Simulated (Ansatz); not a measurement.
Wanted: the native input for an Ansatz 0.2.0 run.

```yaml
Task: single point
Functional: PBE
Potentials_or_basis: Ansatz PAW
Cutoff: "420 eV (not typed: the program's choice for these potentials)"
k_mesh: 8 × 8 × 4
Occupations: fermi-dirac, width 0.05 eV
Spin: no spin polarisation
```

Crystal: MgS.

```
CELL_PARAMETERS angstrom
4.03462 0.00000 0.00000
-2.01731 3.49409 0.00000
0.00000 0.00000 6.43229
ATOMIC_POSITIONS crystal
S 0.66170 0.33747 0.87235
S 0.33641 0.66494 0.37150
Mg 0.33406 0.66863 0.99751
Mg 0.66446 0.32535 0.50085
```

The cell comes from a database or a generator and needn't be the stable form of this composition.

The cell isn't the ideal one: atoms moved at random, drawn with an rms of 0.05 Å.

One way to write it, as run:

input.yaml

```yaml
crystal:
  lattice:
    - [4.0346224068, 0.0, 0.0]
    - [-2.0173112034, 3.494085499, 0.0]
    - [0.0, 0.0, 6.43229418]
  atoms:
    - { symbol: S, position: [0.661704, 0.337466, 0.872345] }
    - { symbol: S, position: [0.336414, 0.664944, 0.371503] }
    - { symbol: Mg, position: [0.334058, 0.668633, 0.997507] }
    - { symbol: Mg, position: [0.664455, 0.325347, 0.500851] }
hamiltonian:
  xc: pbe
  pseudopotentials: { kind: paw }
kpoints:
  mp_grid: { grid: [8, 8, 4] }
scf:
  occupations: { method: fermi_dirac, width: 0.05 }
output:
  forces: true
  stress: true
  eigenvalues: true
```

Potentials or basis: Ansatz PAW.

Command:

```bash
$ ansatz run input.yaml --threads 2 --pin off --max-ram 5120MiB --backend cpu --events-out ev --progress --plain --runs-dir out
```

Results of the run:

```json
{
  "Pressure": "1.2 GPa",
  "Largest force": "0.459 eV/Å",
  "Band gap on the k mesh": "3.53 eV, direct"
}
```

It took 9.7 s on 2 threads of Arm Neoverse V1, with other jobs on the host, peak memory 0.5 GiB.
